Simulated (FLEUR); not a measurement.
# WS2 (R3m) in FLEUR: further runs

One crystal, WS2, is run at these levels: PBE; tasks: equation of state.

Everything below comes from runs of FLEUR MaX-R8.1 (patched build s14). Logs are shortened: lines on timing, memory, paths and dates and some standing lists are left out, and cuts for length are marked.

## Step 1: The structure

The structure is trigonal, space group R3m (No. 160). Conventional cell: a = 3.158 Å, b = 3.158 Å, c = 18.490 Å, α = 90.00°, β = 90.00°, γ = 120.00°. W (site symmetry 3m) has 6 S at 2.39 to 2.42 Å as nearest neighbours. Around S (site symmetry 3m) lie 3 W at 2.42 Å. S (site symmetry 3m) is surrounded by 3 W at 2.39 Å.

Measurements of this composition are mostly on another form, of space group No. 194.

## Step 2: Equation of state, PBE, 16.68 Å³/atom (volume scaled by 0.94)

The input, inp.xml:

```xml
<?xml version="1.0" encoding="UTF-8" standalone="no"?>
<fleurInput fleurInputVersion="0.39">
   <comment>
      WS2                                                                                                 
   </comment>
   <calculationSetup>
      <cutoffs Kmax="4.73" Gmax="14.7" GmaxXC="14.7" numbands="0"/>
      <scfLoop itmax="60" minDistance="0.00001" maxIterBroyd="15" imix="Anderson" alpha="0.05" precondParam="0.0" spinf="2.0"/>
      <coreElectrons ctail="T" frcor="F" kcrel="0" coretail_lmax="0"/>
      <xcFunctional name="pbe" relativisticCorrections="F"/>
      <magnetism jspins="1"/>
      <soc l_soc="F" theta="0.0" phi="0.0" spav="F"/>
      <expertModes spex="0" secvar="F"/>
      <geometryOptimization l_f="F" forcealpha="1.0" forcemix="BFGS" epsdisp="0.0005" epsforce="0.0002"/>
      <ldaU l_linMix="F" mixParam="0.05" spinf="1.0"/>
   </calculationSetup>
   <cell>
      <bzIntegration valenceElectrons="40.0" mode="hist" fermiSmearingEnergy="0.00183747">
         <kPointListSelection listName="default-1"/>
         <!-- k-points included here -->
         <xi:include xmlns:xi="http://www.w3.org/2001/XInclude" href="kpts.xml"> </xi:include>
      </bzIntegration>
      <!-- symmetry operations included here -->
      <xi:include xmlns:xi="http://www.w3.org/2001/XInclude" href="sym.xml"> </xi:include>
      <bulkLattice scale="0.9795861087">
         <bravaisMatrix>
            <row-1>    2.9838775507433999     1.7227425072442775    11.6470120145550080</row-1>
            <row-2>   -2.9838775507433999     1.7227425072442775    11.6470120145550080</row-2>
            <row-3>    0.0000000000000000    -3.4454850142995821    11.6470120145550080</row-3>
         </bravaisMatrix>
      </bulkLattice>
   </cell>
   <atomSpecies>
      <species name="Tungsten (W)" element="W" atomicNumber="74">
         <mtSphere radius="2.37" gridPoints="807" logIncrement="0.016"/>
         <atomicCutoffs lmax="10" lnonsphr="8"/>
         <electronConfig flipSpins="F">
            <coreConfig>(1s1/2) (2s1/2) (2p1/2) (2p3/2) (3s1/2) (3p1/2) (3p3/2) (4s1/2) (3d3/2) (3d5/2) (4p1/2) (4p3/2) (4d3/2) (4d5/2)</coreConfig>
            <valenceConfig>(5s1/2) (5p1/2) (5p3/2) (6s1/2) (4f5/2) (4f7/2) (5d3/2) (5d5/2)</valenceConfig>
            <stateOccupation state="(5d3/2)" spinUp="0.800000" spinDown="0.800000"/>
            <stateOccupation state="(5d5/2)" spinUp="1.200000" spinDown="1.200000"/>
         </electronConfig>
         <energyParameters s="6" p="6" d="5" f="4"/>
         <lo type="SCLO" l="0" n="5" eDeriv="0"/>
         <lo type="SCLO" l="1" n="5" eDeriv="0"/>
         <lo type="SCLO" l="2" n="5" eDeriv="2"/>
         <lo type="SCLO" l="3" n="4" eDeriv="2"/>
      </species>
      <species name="Sulfur (S)" element="S" atomicNumber="16">
         <mtSphere radius="1.69" gridPoints="575" logIncrement="0.02"/>
         <atomicCutoffs lmax="7" lnonsphr="5"/>
         <electronConfig flipSpins="F">
            <coreConfig>(1s1/2) (2s1/2) (2p1/2) (2p3/2)</coreConfig>
            <valenceConfig>(3s1/2) (3p1/2) (3p3/2)</valenceConfig>
            <stateOccupation state="(3p1/2)" spinUp="0.666667" spinDown="0.666667"/>
            <stateOccupation state="(3p3/2)" spinUp="1.333333" spinDown="1.333333"/>
         </electronConfig>
         <energyParameters s="3" p="3" d="3" f="4"/>
         <lo type="SCLO" l="0" n="3" eDeriv="2"/>
         <lo type="SCLO" l="1" n="3" eDeriv="2"/>
         <lo type="SCLO" l="2" n="3" eDeriv="2"/>
         <lo type="SCLO" l="3" n="4" eDeriv="2"/>
      </species>
   </atomSpecies>
   <atomGroups>
      <atomGroup species="Tungsten (W)">
         <relPos label="                   1">.0000000000 .0000000000 .0000000000</relPos>
         <force calculate="T" relaxXYZ="TTT"/>
      </atomGroup>
      <atomGroup species="Sulfur (S)">
         <relPos label="                   2">-.4190000000 -.4190000000 -.4190000000</relPos>
         <force calculate="T" relaxXYZ="TTT"/>
      </atomGroup>
      <atomGroup species="Sulfur (S)">
         <relPos label="                   3">-.2497000000 -.2497000000 -.2497000000</relPos>
         <force calculate="T" relaxXYZ="TTT"/>
      </atomGroup>
   </atomGroups>
   <output dos="F" band="F" slice="F">
      <checks vchk="F" cdinf="F"/>
      <bandDOS minEnergy="-.5*Htr" maxEnergy="0.5*Htr" sigma="0.015" storeEVData="T"/>
      <vacuumDOS vacdos="F" integ="F" star="F" nstars="0" locx1="0.0" locy1="0.0" locx2="0.0" locy2="0.0" nstm="0" tworkf="0.0"/>
      <unfoldingBand unfoldBand="F" supercellX="1" supercellY="1" supercellZ="1"/>
      <plotting iplot="0" polar="F">
         <plot TwoD="T" vec1="  1.0  0.0  0.0" vec2="  0.0  1.0  0.0" vec3="  0.0  0.0  1.0" zero="  0.0  0.0  0.0" file="plot"/>
      </plotting>
      <chargeDensitySlicing numkpt="0" minEigenval="0.0" maxEigenval="0.0" nnne="0" pallst="F"/>
      <specialOutput eonly="F"/>
      <magneticCircularDichroism mcd="F" energyLo="-10.0" energyUp="0.0"/>
   </output>
  <!-- We include the file relax.xml here to enable relaxations (see documentation) -->
  <xi:include xmlns:xi="http://www.w3.org/2001/XInclude" href="relax.xml"> <xi:fallback/> </xi:include>
</fleurInput>
```

Potentials or basis: all-electron, FLAPW.

The run is started by

```bash
inpgen -f crystal.txt -profile fastHighL
# inp.xml edited to the form shown
fleur
```

The program printed:

```text
Welcome to FLEUR        (www.flapw.de)
      MaX-Release 8.1          (www.max-centre.eu)

 ========== k-point set info ==========
 Selected k-point list: default-1
 k-point list type: mesh
 10 x 10 x 10
 Number of k points: 116

 ------------Calculation Setup---------------------------
 Number of OMP-threads    :            1
 Number of basis functions:          714
 Approximate size of matrices (H+S) per k-point:         0.015 GB
 --------------------------------------------------------
 Iteration:     1   Distance:      10.99763114 me/bohr^3
 Iteration:     2   Distance:      10.05814859 me/bohr^3
 Iteration:     3   Distance:       4.34020360 me/bohr^3
 Iteration:     4   Distance:       2.15883811 me/bohr^3
 Iteration:     5   Distance:       1.72955223 me/bohr^3
 Iteration:     6   Distance:       0.94703828 me/bohr^3
 Iteration:     7   Distance:       0.21298233 me/bohr^3
 Iteration:     8   Distance:       0.17145285 me/bohr^3
 Iteration:     9   Distance:       0.10814640 me/bohr^3
 Iteration:    10   Distance:       0.02107604 me/bohr^3
 Iteration:    11   Distance:       0.01734487 me/bohr^3
 Iteration:    12   Distance:       0.00212978 me/bohr^3
 Iteration:    13   Distance:       0.00142330 me/bohr^3
 Iteration:    14   Distance:       0.00047846 me/bohr^3
 Iteration:    15   Distance:       0.00010070 me/bohr^3
 Iteration:    16   Distance:       0.00009372 me/bohr^3
 Iteration:    17   Distance:       0.00003272 me/bohr^3
 Iteration:    18   Distance:       0.00001695 me/bohr^3
 Iteration:    19   Distance:       0.00000680 me/bohr^3

 ********************************************************************
 Run finished successfully
 Stop message:
   all done
 ********************************************************************
```

out.xml (last iteration):

```text
<iteration numberForCurrentRun="   19" overallNumber="   19">
         <energyParameters units="Htr">
            <atomicEP atomType="1" spin="1" branch="6s" branchLowest="-2.30" branchHighest="2.35" value="0.1064917087"/>
            <atomicEP atomType="1" spin="1" branch="6p" branchLowest="-0.91" branchHighest="3.37" value="0.2387292450"/>
            <atomicEP atomType="1" spin="1" branch="5d" branchLowest="-8.16" branchHighest="0.89" value="0.2712779560"/>
            <atomicEP atomType="1" spin="1" branch="4f" branchLowest="-9.99" branchHighest="-0.64" value="-0.6088798602"/>
            <loAtomicEP atomType="1" spin="1" branch="5s" branchLowest="-20.33" branchHighest="-2.30" value="-2.3257727396"/>
            <loAtomicEP atomType="1" spin="1" branch="5p" branchLowest="-14.95" branchHighest="-0.91" value="-1.0344723051"/>
            <loAtomicEP atomType="1" spin="1" branch="5d" branchLowest="-8.16" branchHighest="0.89" value="0.2668754170"/>
            <loAtomicEP atomType="1" spin="1" branch="4f" branchLowest="-9.99" branchHighest="-0.64" value="-0.6441320776"/>
            <atomicEP atomType="2" spin="1" branch="3s" branchLowest="-7.16" branchHighest="1.74" value="-0.3020510915"/>
            <atomicEP atomType="2" spin="1" branch="3p" branchLowest="-5.13" branchHighest="2.33" value="-0.0836091896"/>
            <atomicEP atomType="2" spin="1" branch="3d" branchLowest="-9.99" branchHighest="2.76" value="0.1175214916"/>
            <atomicEP atomType="2" spin="1" branch="4f" branchLowest="-9.99" branchHighest="6.34" value="0.2814349563"/>
            <loAtomicEP atomType="2" spin="1" branch="3s" branchLowest="-7.16" branchHighest="1.74" value="-0.3020510915"/>
            <loAtomicEP atomType="2" spin="1" branch="3p" branchLowest="-5.13" branchHighest="2.33" value="-0.0838418921"/>
            <loAtomicEP atomType="2" spin="1" branch="3d" branchLowest="-9.99" branchHighest="2.76" value="0.1175191203"/>
            <loAtomicEP atomType="2" spin="1" branch="4f" branchLowest="-9.99" branchHighest="6.34" value="0.2814338081"/>
            <atomicEP atomType="3" spin="1" branch="3s" branchLowest="-7.16" branchHighest="1.74" value="-0.3051277067"/>
            <atomicEP atomType="3" spin="1" branch="3p" branchLowest="-5.13" branchHighest="2.33" value="-0.0870571193"/>
            <atomicEP atomType="3" spin="1" branch="3d" branchLowest="-9.99" branchHighest="2.76" value="0.1139164169"/>
            <atomicEP atomType="3" spin="1" branch="4f" branchLowest="-9.99" branchHighest="6.34" value="0.2778130581"/>
            <loAtomicEP atomType="3" spin="1" branch="3s" branchLowest="-7.16" branchHighest="1.74" value="-0.3051277067"/>
            <loAtomicEP atomType="3" spin="1" branch="3p" branchLowest="-5.13" branchHighest="2.33" value="-0.0872887991"/>
            <loAtomicEP atomType="3" spin="1" branch="3d" branchLowest="-9.99" branchHighest="2.76" value="0.1139140524"/>
            <loAtomicEP atomType="3" spin="1" branch="4f" branchLowest="-9.99" branchHighest="6.34" value="0.2778119100"/>
         </energyParameters>
         <eigenvalues>
            <eigenvaluesAt spin="1" ikpt="1" k_x="0.00000000" k_y="0.00000000" k_z="0.00000000">
                      -2.3264470733       -1.0162860703       -1.0072850081       -1.0072850081       -0.6442117232
[... 66 lines left out ...]
            <state n="2" l="1" j="0.5" energy="-5.1646052592" weight="1.0000000000"/>
            <state n="2" l="1" j="1.5" energy="-5.1182522730" weight="2.0000000000"/>
         </coreStates>
         <coreStates atomType="     3" atomicNumber=" 16" spin="1" kinEnergy="    387.5531535081" eigValSum="   -220.6942042400" lostElectrons=" 0.002060">
            <state n="1" l="0" j="0.5" energy="-87.7842413614" weight="1.0000000000"/>
            <state n="2" l="0" j="0.5" energy="-7.1628421925" weight="1.0000000000"/>
            <state n="2" l="1" j="0.5" energy="-5.1642387637" weight="1.0000000000"/>
            <state n="2" l="1" j="1.5" energy="-5.1178899012" weight="2.0000000000"/>
         </coreStates>
         <allElectronCharges>
            <spinDependentCharge spin="1" total="106.0000000" interstitial="8.5778128" mtSpheres="97.4221872"/>
            <totalCharge value="105.9999999939"/>
         </allElectronCharges>
         <totalEnergy                                    value="   -16964.6142965928" units="Htr">
            <sumOfEigenvalues                            value="   -10337.9689947039">
               <coreElectrons value="-10321.4338894309"/>
               <valenceElectrons value="-16.5351052730"/>
            </sumOfEigenvalues>
            <densityCoulombPotentialIntegral value="-28864.4277758600"/>
            <densityEffectivePotentialIntegral value="-29356.6881783113"/>
            <chargeDenXCDenIntegral value="-376.8501955935"/>
            <FockExchangeEnergyValence value="0.0000000000"/>
            <FockExchangeEnergyCore value="0.0000000000"/>
            <atomTypeDependentContributions atomType="1">
               <electronNucleiInteractionDifferentMTs value="20168.6676381597"/>
               <MadelungTerm value="-43.9891316060"/>
            </atomTypeDependentContributions>
            <atomTypeDependentContributions atomType="2">
               <electronNucleiInteractionDifferentMTs value="465.6033639090"/>
               <MadelungTerm value="-15.2000306505"/>
            </atomTypeDependentContributions>
            <atomTypeDependentContributions atomType="3">
               <electronNucleiInteractionDifferentMTs value="465.6961224012"/>
               <MadelungTerm value="-15.1131099502"/>
            </atomTypeDependentContributions>
            <tkbTimesEntropy value="0.0000000000"/>
            <freeEnergy value="-16964.6142965928"/>
            <extrapolationTo0K value="-16964.6142965928"/>
         </totalEnergy>
         <densityConvergence units="me/bohr^3">
            <chargeDensity spin="1" distance="0.0000068029"/>
         </densityConvergence>
      </iteration>
```

Wall time 8.8 min (1 thread of Intel Xeon Platinum 8375C at 2.90GHz (Ice Lake), shared host); peak memory 0.14 GiB.

What came out:

| Quantity | Value |
| --- | --- |
| Free energy | -461630.6721 eV |
| Band gap on the k mesh | 0.99 eV, indirect (least direct gap 2.38 eV) |
| Valence electrons inside the program's atomic spheres | W 25.72; S 2.85, 2.86 (radii W 2.37, S 1.69 bohr) |

Caveat: core charge leaks out of the spheres, which shifts energies; spin-orbit coupling is left out, which moves the levels of the heavy elements.

## Step 3: Equation of state, PBE, 17.03 Å³/atom (volume scaled by 0.96)

inp.xml, as its differences from that of step 2:

```diff
@@ -24,3 +24,3 @@
       <xi:include xmlns:xi="http://www.w3.org/2001/XInclude" href="sym.xml"> </xi:include>
-      <bulkLattice scale="0.9795861087">
+      <bulkLattice scale="0.9864848297">
          <bravaisMatrix>
```

Potentials or basis: all-electron, FLAPW.

The run is started by

```bash
inpgen -f crystal.txt -profile fastHighL
# inp.xml edited to the form shown
fleur
```

Run time: 9.8 min. Hardware: 1 thread of Intel Xeon Platinum 8375C at 2.90GHz (Ice Lake), shared host; peak memory 0.15 GiB.

The run converged. Its results:

* Free energy: -461630.7705 eV
* Band gap on the k mesh: 1.02 eV, indirect (least direct gap 2.35 eV)
* Valence electrons inside the program's atomic spheres: W 25.67; S 2.83, 2.85 (radii W 2.37, S 1.69 bohr)

Caveat: core charge leaks out of the spheres, which shifts energies; spin-orbit coupling is left out, which moves the levels of the heavy elements.

## Step 4: Equation of state, PBE, 17.39 Å³/atom (volume scaled by 0.98)

inp.xml, as its differences from that of step 3:

```diff
@@ -24,3 +24,3 @@
       <xi:include xmlns:xi="http://www.w3.org/2001/XInclude" href="sym.xml"> </xi:include>
-      <bulkLattice scale="0.9864848297">
+      <bulkLattice scale="0.9932883884">
          <bravaisMatrix>
```

The run is started by

```bash
inpgen -f crystal.txt -profile fastHighL
# inp.xml edited to the form shown
fleur
```

Wall time 10 min (1 thread of Intel Xeon Platinum 8375C at 2.90GHz (Ice Lake), shared host); peak memory 0.16 GiB.

It converged, with:

| Property | Result |
| --- | --- |
| Free energy | -461630.8400 eV |
| Band gap on the k mesh | 1.04 eV, indirect (least direct gap 2.30 eV) |
| Valence electrons inside the program's atomic spheres | W 25.62; S 2.82, 2.84 (radii W 2.37, S 1.69 bohr) |

Caveat: core charge leaks out of the spheres, which shifts energies; spin-orbit coupling is left out, which moves the levels of the heavy elements.

## Step 5: Equation of state, PBE, 17.74 Å³/atom

inp.xml, as its differences from that of step 4:

```diff
@@ -24,3 +24,3 @@
       <xi:include xmlns:xi="http://www.w3.org/2001/XInclude" href="sym.xml"> </xi:include>
-      <bulkLattice scale="0.9932883884">
+      <bulkLattice scale="1.0000000000">
          <bravaisMatrix>
```

The run is started by

```bash
inpgen -f crystal.txt -profile fastHighL
# inp.xml edited to the form shown
fleur
```

It took 11 min on 1 thread of Intel Xeon Platinum 8375C at 2.90GHz (Ice Lake), shared host; peak memory 0.15 GiB.

Results (log left out):

| Property | Result |
| --- | --- |
| Free energy | -461630.8834 eV |
| Band gap on the k mesh | 1.06 eV, indirect (least direct gap 2.24 eV) |
| Valence electrons inside the program's atomic spheres | W 25.58; S 2.82, 2.83 (radii W 2.37, S 1.69 bohr) |

Caveat: core charge leaks out of the spheres, which shifts energies; spin-orbit coupling is left out, which moves the levels of the heavy elements.
